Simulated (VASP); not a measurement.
# TiC (Fm-3m) in VASP: notebook

Runs on TiC. Level: AM05. Tasks: relaxation of cell and atoms.

Everything below comes from runs of VASP 6.6.1. Logs are shortened: lines on timing, memory, paths and dates and some standing lists are left out, and cuts for length are marked.

**1. The structure**

It takes space group Fm-3m (No. 225, cubic). Conventional cell: a = 4.319 Å, b = 4.319 Å, c = 4.319 Å, α = 90.00°, β = 90.00°, γ = 90.00°. Ti (site symmetry m-3m) has 6 C at 2.16 Å as nearest neighbours. C (site symmetry m-3m) is surrounded by 6 Ti at 2.16 Å.

**2. Relaxation of cell and atoms, AM05**

Input file INCAR:

```
  PREC = Accurate
  ENCUT = 600
  EDIFF = 1E-6
  ISMEAR = 1
  SIGMA = 0.1
  LREAL = F
  LASPH = T
  NELM = 80
  ALGO = Normal
  ISIF = 3
  LWAVE = F
  LCHARG = F
  GGA = AM
  IBRION = 2
  NSW = 90
  EDIFFG = -0.01
```

Input file KPOINTS:

```
regular mesh
0
Gamma
  14 14 14
```

Input file POSCAR:

```
TiC
1.0
    0.0000000000      2.1593000000      2.1593000000
    2.1593000000      0.0000000000      2.1593000000
    2.1593000000      2.1593000000      0.0000000000
Ti C
1 1
Direct
    0.0000000000      0.0000000000      0.0000000000
    0.5000000000      0.5000000000      0.5000000000
```

Potentials or basis: VASP PAW PBE potentials, release 64 (Ti_sv, C).

The run is started by

```console
$ cat potpaw_PBE.64/Ti_sv/POTCAR potpaw_PBE.64/C/POTCAR > POTCAR
$ mpirun -np 1 vasp_std > vasp.out
```

OUTCAR:

```text
PREC = Accurate
   ENCUT = 600
   EDIFF = 1E-6
   ISMEAR = 1
   LREAL = F
   LASPH = T
   NELM = 80
   ISIF = 3
   GGA = AM
   IBRION = 2
   NSW = 90
   EDIFFG = -0.01

 ion  position               nearest neighbor table
   1  0.000  0.000  0.000-   2 2.16   2 2.16   2 2.16   2 2.16   2 2.16   2 2.16
   2  0.500  0.500  0.500-   1 2.16   1 2.16   1 2.16   1 2.16   1 2.16   1 2.16

  LATTYP: Found a face centered cubic cell.
 ALAT       =     4.3186000000

  Lattice vectors:

 A1 = (   0.0000000000,   2.1593000000,   2.1593000000)
 A2 = (   2.1593000000,   0.0000000000,   2.1593000000)
 A3 = (   2.1593000000,   2.1593000000,   0.0000000000)

Analysis of symmetry for initial positions (statically):
=====================================================================
 Subroutine PRICEL returns:
 Original cell was already a primitive cell.

 Routine SETGRP: Setting up the symmetry group for a
 face centered cubic supercell.

 Subroutine GETGRP returns: Found 48 space group operations
 (whereof 48 operations were pure point group operations)
 out of a pool of 48 trial point group operations.

The static configuration has the point symmetry O_h .

Analysis of symmetry for dynamics (positions and initial velocities):
=====================================================================
 Subroutine PRICEL returns:
 Original cell was already a primitive cell.

 Routine SETGRP: Setting up the symmetry group for a
 face centered cubic supercell.

 Subroutine GETGRP returns: Found 48 space group operations
 (whereof 48 operations were pure point group operations)
 out of a pool of 48 trial point group operations.

The dynamic configuration has the point symmetry O_h .

 Subroutine INISYM returns: Found 48 space group operations
 (whereof 48 operations are pure point group operations),
 and found     1 'primitive' translations

----------------------------------------------------------------------------------------

                                     Primitive cell

  volume of cell :      20.1358

  direct lattice vectors                    reciprocal lattice vectors
     0.000000000  2.159300000  2.159300000    -0.231556523  0.231556523  0.231556523
     2.159300000  0.000000000  2.159300000     0.231556523 -0.231556523  0.231556523
     2.159300000  2.159300000  0.000000000     0.231556523  0.231556523 -0.231556523

  length of vectors
     3.053711345  3.053711345  3.053711345     0.401067663  0.401067663  0.401067663

  position of ions in fractional coordinates (direct lattice)
     0.000000000  0.000000000  0.000000000
     0.500000000  0.500000000  0.500000000

  ion indices of the primitive-cell ions
   primitive index   ion index
                 1           1
                 2           2

----------------------------------------------------------------------------------------

 KPOINTS: regular mesh

Automatic generation of k-mesh.
 Grid dimensions read from file:
 generate k-points for:   14   14   14

 Generating k-lattice:

  Cartesian coordinates                     Fractional coordinates (reciprocal lattice)
    -0.016539752  0.016539752  0.016539752     0.071428571  0.000000000  0.000000000
     0.016539752 -0.016539752  0.016539752     0.000000000  0.071428571  0.000000000
     0.016539752  0.016539752 -0.016539752     0.000000000  0.000000000  0.071428571

  Length of vectors
     0.028647690  0.028647690  0.028647690

  Shift w.r.t. Gamma in fractional coordinates (k-lattice)
     0.000000000  0.000000000  0.000000000

 Subroutine IBZKPT returns following result:
 ===========================================

 Found    104 irreducible k-points:

 Following reciprocal coordinates:
            Coordinates               Weight
  0.000000  0.000000  0.000000      1.000000
  0.071429  0.000000  0.000000      8.000000
  0.142857  0.000000  0.000000      8.000000
  0.214286  0.000000  0.000000      8.000000
  0.285714  0.000000  0.000000      8.000000
  0.357143  0.000000  0.000000      8.000000
[... 16 lines left out ...]
  0.214286  0.142857  0.000000     24.000000
  0.285714  0.142857  0.000000     24.000000
 [... further k-points ...]
   k-points           NKPTS =    104   k-points in BZ     NKDIM =    104   number of bands    NBANDS=     12
   number of dos      NEDOS =    301   number of ions     NIONS =      2
   total plane-waves  NPLWV =  13824
   dimension x,y,z NGX =    24 NGY =   24 NGZ =   24
   dimension x,y,z NGXF=    48 NGYF=   48 NGZF=   48
   ions per type =               1   1
   NGX,Y,Z   is equivalent  to a cutoff of  13.07, 13.07, 13.07 a.u.
   NGXF,Y,Z  is equivalent  to a cutoff of  26.13, 26.13, 26.13 a.u.
 SYSTEM =  unknown system
   PREC   = accura    normal or accurate (medium, high low for compatibility)
   ISTART =      0    job   : 0-new  1-cont  2-samecut
   ICHARG =      2    charge: 1-file 2-atom 10-const
   ISPIN  =      1    spin polarized calculation?
   LNONCOLLINEAR =      F non collinear calculations
   LSORBIT =      F    spin-orbit coupling
   LASPH  =      T    aspherical Exc in radial PAW
   ENCUT  =  600.0 eV  44.10 Ry    6.64 a.u.   6.10  6.10  6.10*2*pi/ulx,y,z
   NELM   =     80;   NELMIN=  2; NELMDL= -5     # of ELM steps
   EDIFF  = 0.1E-05   stopping-criterion for ELM
   LREAL  =      F    real-space projection
   EDIFFG = -.1E-01   stopping-criterion for IOM
   NSW    =     90    number of steps for IOM
   IBRION =      2    ionic relax: 0-MD 1-quasi-New 2-CG
   NFREE  =      1    steps in history (QN), initial steepest desc. (CG)
   ISIF   =      3    stress and relaxation
   ISYM   =      2    0-nonsym 1-usesym 2-fastsym
   POTIM  = 0.5000    time-step for ionic-motion
   TEBEG  =    0.0;   TEEND  =   0.0 temperature during run
   PSTRESS=    0.0 pullay stress
   NELECT =      16.0000    total number of electrons
   NUPDOWN=      -1.0000    fix difference up-down
   EMIN   =  10.00;   EMAX   =-10.00  energy-range for DOS
   EFERMI =   0.00;   METHOD = LEGACY
   ISMEAR =     1;   SIGMA  =   0.10  broadening in eV -4-tet -1-fermi 0-gaus
   EFERMI_NEDOS =   21; number of points for ismear=-14 and -15
   IALGO  =     38    algorithm
   IMIX   =      4    mixing-type and parameters
     AMIX     =   0.40;   BMIX     =  1.00
     AMIX_MAG =   1.60;   BMIX_MAG =  1.00
  volume/ion in A,a.u.               =      10.07        67.94
  Fermi-wavevector in a.u.,A,eV,Ry     =   1.516323  2.865436 31.283015  2.299237
  Thomas-Fermi vector in A             =   2.625728
   LORBIT       =      0    0 simple, 1 ext, 2 COOP (PROOUT), +10 PAW based schemes
   GGA     = AM    functional components
   LHFCALC =     F    Hartree Fock is set to
   AEXX    =    0.0000 exact exchange contribution
   IVDW    =     0    specifies the selected vdW correction
   LEPSILON=     F    determine dielectric tensor
   LRPA    =     F    only Hartree local field effects (RPA)
 conjugate gradient relaxation of ions
 non-spin polarized calculation
 Methfessel and Paxton  Order N= 1 SIGMA  =   0.10
  energy-cutoff  :      600.00
  volume of cell :       20.14
 maximum number of plane-waves:       692
   NGX = 13   NGY = 13   NGZ = 13

--------------------------------------- Ionic step        1  -------------------------------------------

 number of electron      16.0000002 magnetization

 Free energy of the ion-electron system (eV)
  ---------------------------------------------------
  ext. energy  EPLUGINS =         0.00000000
  ---------------------------------------------------
  free energy    TOTEN  =       -19.32845631 eV

  energy without entropy =      -19.32851572  energy(sigma->0) =      -19.32847611

------------------------ aborting loop because EDIFF is reached ----------------------------------------

  FORCE on cell =-STRESS in cart. coord.  units (eV):
  Direction    XX          YY          ZZ          XY          YZ          ZX
  --------------------------------------------------------------------------------------
  -------------------------------------------------------------------------------------
  Total       -0.6727723     -0.6727723     -0.6727723      0.0000000     -0.0000000      0.0000000
  in kB      -53.5315407    -53.5315407    -53.5315407      0.0000000     -0.0000000      0.0000000
  external PRESSURE =     -53.5315407 kB  Pullay stress =       0.0000000 kB
[... 21 lines left out ...]
  energy  without entropy=      -19.3285157190  energy(sigma->0) =      -19.32847611

--------------------------------------- Ionic step        2  -------------------------------------------

 number of electron      16.0000002 magnetization

 E-fermi :  10.0105     XC(G=0): -13.1648

 val. band max:        9.9950245224   @ k =   0.3571   0.2857   0.0000
 cond. band min:      10.0379838118   @ k =   0.5000   0.5000   0.0000
 fundamental gap:      0.0429592894
 Fermi energy:        10.0105300405

 k-point     1 :       0.0000    0.0000    0.0000
  band No.  band energies     occupation
      1     -46.0476      2.00000
      2     -22.2083      2.00000
      3     -22.2083      2.00000
      4     -22.2083      2.00000
      5      -2.6113      2.00000
      6      10.6817     -0.00000
      7      10.6817     -0.00000
      8      10.6817     -0.00000
      9      11.7926     -0.00000
     10      11.7926     -0.00000
     11      11.7926     -0.00000
     12      11.8569     -0.00000
[... 378 lines left out ...]
  energy  without entropy=      -19.3222346363  energy(sigma->0) =      -19.32226778

--------------------------------------- Ionic step        3  -------------------------------------------

 number of electron      16.0000004 magnetization

 Free energy of the ion-electron system (eV)
  ---------------------------------------------------
  ext. energy  EPLUGINS =         0.00000000
  ---------------------------------------------------
  free energy    TOTEN  =       -19.33551037 eV

  energy without entropy =      -19.33553586  energy(sigma->0) =      -19.33551887

 E-fermi :   9.6622     XC(G=0): -13.0138

 val. band max:        9.6523826682   @ k =   0.3571   0.2857   0.0000
 cond. band min:       9.6674481681   @ k =   0.5000   0.5000   0.0000
 fundamental gap:      0.0150654999
 Fermi energy:         9.6622080548

 k-point     1 :       0.0000    0.0000    0.0000
  band No.  band energies     occupation
      1     -46.4728      2.00000
      2     -22.6514      2.00000
      3     -22.6514      2.00000
      4     -22.6514      2.00000
      5      -2.8241      2.00000
      6      10.3317     -0.00000
      7      10.3317     -0.00000
      8      10.3317     -0.00000
      9      11.4119     -0.00000
     10      11.4119     -0.00000
     11      11.4119     -0.00000
     12      11.4532     -0.00000
[... 374 lines left out ...]
  FREE ENERGIE OF THE ION-ELECTRON SYSTEM (eV)
  ---------------------------------------------------
  free  energy   TOTEN  =       -19.3355103710 eV

  energy  without entropy=      -19.3355358616  energy(sigma->0) =      -19.33551887

 reached required accuracy - stopping structural energy minimisation
```

It took 25 s on 1 thread of Intel Xeon 6975P-C (Granite Rapids), shared host; peak memory 0.17 GiB.

Results:

```yaml
Free_energy: -19.3355 eV
Relaxed_volume: 9.86 Å³/atom
Relaxed_cell: a = 3.033 Å, b = 3.033 Å, c = 3.033 Å, α = 60.00°, β = 60.00°, γ = 60.00°
Space_group_after_relaxing_to_0.05_Å: Fm-3m (No. 225)
Energy_gained_by_relaxing: 3.5 meV/atom
Ionic_steps: 3
Pressure_after_relaxing: 0.0 GPa
Band_gap_on_the_k_mesh: none (metal or under the smearing width)
```

Step by step:
```
step  energy change (eV)  largest force (eV/Å)  pressure (GPa)  volume (Å³)
   1              0.0000                0.0000           -5.35        20.14
   2              0.0062                0.0000            7.87        19.17
   3             -0.0071                0.0000           -0.03        19.72
```

Final structure:
```
Ti C
1.0
     0.00000    2.14445    2.14445
     2.14445    0.00000    2.14445
     2.14445    2.14445    0.00000
Ti C
1 1
Direct
  0.00000 0.00000 0.00000
  0.50000 0.50000 0.50000
```

Caveat: the PAW data sets were made with another functional, which shifts forces and pressure a little.

**3. Relaxation of cell and atoms, AM05**

This run uses another cell than the first one, of 9.86 Å³/atom, 0.980 times its volume.

INCAR, as its differences from that of step 2:

```diff
@@ -2,3 +2,3 @@
   ENCUT = 600
-  EDIFF = 1E-6
+  EDIFF = 1E-7
   ISMEAR = 1
@@ -15,2 +15,2 @@
   NSW = 90
-  EDIFFG = -0.01
+  EDIFFG = -0.005
```

KPOINTS is that of step 2.

Input file POSCAR:

```
TiC                                     
1.0
   -0.0000000000      2.1444513817      2.1444513817
    2.1444513817      0.0000000000      2.1444513817
    2.1444513817      2.1444513817      0.0000000000
  Ti              C             
     1     1
Direct
     0.0000000000000000    0.0000000000000000    0.0000000000000000
     0.5000000000000000    0.5000000000000000    0.5000000000000000
```

Potentials or basis: VASP PAW PBE potentials, release 64 (Ti_sv, C).

The run is started by

```console
$ cat potpaw_PBE.64/Ti_sv/POTCAR potpaw_PBE.64/C/POTCAR > POTCAR
$ mpirun -np 1 vasp_std > vasp.out
```

Run time: 11 s. Hardware: 1 thread of Intel Xeon 6975P-C (Granite Rapids), shared host; peak memory 0.16 GiB.

The run converged. Its results:

```
Free energy             : -19.3350 eV
Pressure after relaxing : 0.0 GPa
Band gap on the k mesh  : none (metal or under the smearing width)
```

Final structure:
```
CELL_PARAMETERS angstrom
0.00000 2.14445 2.14445
2.14445 0.00000 2.14445
2.14445 2.14445 0.00000
ATOMIC_POSITIONS crystal
Ti 0.00000 0.00000 0.00000
C 0.50000 0.50000 0.50000
```

Levels at points of the mesh, in eV from the Fermi level:
```
           k point  band 6  band 7  band 8  band 9  band 10  band 11
(0.00, 0.00, 0.00)    0.67    0.67    0.67    1.75     1.75     1.75
(0.50, 0.00, 0.00)   -6.02   -2.99   -2.99    3.03     3.03     4.28
(0.50, 0.50, 0.00)   -3.48   -1.78    0.01    0.01     2.85     3.67
```

Caveat: the relaxation stopped at its first step, so nothing moved; the PAW data sets were made with another functional, which shifts forces and pressure a little.
